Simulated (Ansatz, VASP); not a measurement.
**One calculation of TaN, two programs**

```
Ta N
1.0
     2.73231    0.00000    0.00000
     0.00000    2.73231    0.00000
     0.00000    0.00000    2.73231
Ta N
1 1
Direct
  0.00000 0.00000 0.00000
  0.50000 0.50000 0.50000
```

The cell comes from a database or a generator and needn't be the stable form of this composition.

Alike in both runs: task single point; functional PBE; k mesh 10 × 10 × 10; occupations fermi-dirac, width 0.05 eV; no spin polarisation.

```csv
,VASP,Ansatz
version,VASP 6.6.1,Ansatz 0.2.0
potentials or method,"VASP PAW PBE potentials, release 64 (Ta_pv, N)",Ansatz PAW
plane-wave cutoff (eV),520,420
valence electrons in the cell,16,18
```

Ansatz gave:

* gap on the k mesh at the Fermi level (eV): none
* pressure (GPa): 6.0

Task: What did VASP give for the same quantities?

Result: gap on the k mesh at the Fermi level (eV): none; pressure (GPa): 6.8.

A gap of «none» marks a metal or a gap that the smearing closes. The functional is the same, so the differences come from potentials, cutoffs and numerics. The two sets of potentials don't hold the same shells in valence.

Caveats: the pressure holds a Pulay correction of +0.5 GPa for the finite cutoff (Ansatz). Spin-orbit coupling is left out, which matters for the levels of Ta.
